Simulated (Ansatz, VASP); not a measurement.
**Two plane-wave programs on Cu**

The input INCAR:

```
PREC     = Accurate       # precision mode
ENCUT    = 520            # plane-wave cutoff, eV
EDIFF    = 1E-8           # SCF threshold, eV
ISMEAR   = -1             # smearing method
SIGMA    = 0.03           # smearing width, eV
LREAL    = False          # projectors in reciprocal space
LASPH    = True           # aspherical terms in the spheres
NELM     = 100            # most SCF steps
ALGO     = Normal         # electronic algorithm
ISIF     = 2              # what is computed and relaxed
LWAVE    = False          # write WAVECAR
LCHARG   = False          # write CHGCAR
GGA      = PS             # functional
LEFG     = True         
NBANDS   = 12             # bands
```

Contents of KPOINTS:

```
regular mesh
0
Gamma
  17 17 17
```

POSCAR

```
Cu
1.0
    0.0000000000      1.7830713297      1.7830713297
    1.7830713297      0.0000000000      1.7830713297
    1.7830713297      1.7830713297      0.0000000000
Cu
1
Direct
    0.0000000000      0.0000000000      0.0000000000
```

Input for Ansatz:

```yaml
crystal:
  lattice:
    - [0.0, 1.7830713297, 1.7830713297]
    - [1.7830713297, 0.0, 1.7830713297]
    - [1.7830713297, 1.7830713297, 0.0]
  atoms:
    - { symbol: Cu, position: [0.0, 0.0, 0.0] }
kpoints:
  mp_grid: { grid: [17, 17, 17] }
scf:
  occupations: { method: fermi_dirac, width: 0.03 }
hamiltonian:
  xc: pbesol
  pseudopotentials: { kind: paw }
output:
  forces: true
  stress: true
  eigenvalues: true
  efg: { contact_densities: true }
  write_density: true
  write_potential: true
  elf: true
  volumetric_format: npy
```

Change from the starting cell: volume scaled by 0.96, PAW files.

Alike in both runs: task electric field gradients; functional PBEsol; k mesh 17 × 17 × 17; occupations fermi-dirac, width 0.03 eV; no spin polarisation.

|  | VASP | Ansatz |
| --- | --- | --- |
| version | VASP 6.6.1 | Ansatz 0.2.0 |
| potentials or method | VASP PAW PBE potentials, release 64 (Cu) | PAW with Ansatz's default frozen-core files, scalar-relativistic |
| plane-wave cutoff (eV) | 520 | 420 |
| valence electrons in the cell | 11 | 19 |

VASP gave:

```
pressure (GPa)                                                 : 0.1
Vzz of the field gradient on the site that differs most (V/Å²) : 0.0
```

Q: Which values does Ansatz return?

A: Pressure (GPa): -0.6; Vzz of the field gradient on the site that differs most (V/Å²): 0.0.

The two sets of potentials don't hold the same shells in valence.

Caveats: the PAW data sets were made with another functional, which shifts forces and pressure a little (VASP).
